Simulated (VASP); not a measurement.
BP: dielectric tensor with LDA

The system is BP.

```
B P
1.0
     0.00000    2.24486    2.24486
     2.24486    0.00000    2.24486
     2.24486    2.24486    0.00000
B P
1 1
Direct
  0.00000 0.00000 0.00000
  0.25000 0.25000 0.25000
```

| Property | Result |
| --- | --- |
| Program | VASP 6.6.1 |
| Task | dielectric tensor |
| Functional | LDA |
| Potentials or basis | VASP PAW LDA potentials, release 64 (B, P) |
| Cutoff | 600 eV |
| k mesh | 16 × 16 × 16 |
| Occupations | gaussian, width 0.03 eV |
| Spin | no spin polarisation |
| Monkhorst-Pack mesh | yes |
| Further INCAR settings | ALGO = Normal; EDIFF = 1e-08 |

```
Electronic dielectric tensor (diagonal) : 9.19
Born charges (mean of the diagonal)     : B -0.63; P +0.63 e
```

Levels at points of the mesh, in eV from the valence-band top:
| k point | band 2 | band 3 | band 4 | band 5 | band 6 | band 7 |
| --- | --- | --- | --- | --- | --- | --- |
| (0.03, 0.03, 0.03) | -0.13 | 0.00 | 0.00 | 3.51 | 3.51 | 3.54 |

Electronic dielectric tensor:
```
9.19 0.00 0.00
0.00 9.19 0.00
0.00 0.00 9.19
```

Born effective charge tensors (e):
atom 1, B
```
-0.63  0.00  0.00
 0.00 -0.63  0.00
 0.00  0.00 -0.63
```
atom 2, P
```
0.63 0.00 0.00
0.00 0.63 0.00
0.00 0.00 0.63
```

Run time: 16 min on 1 thread of Intel(R) Xeon(R) 6975P-C (Granite Rapids), with other jobs on the host, peak memory 1.1 GiB.
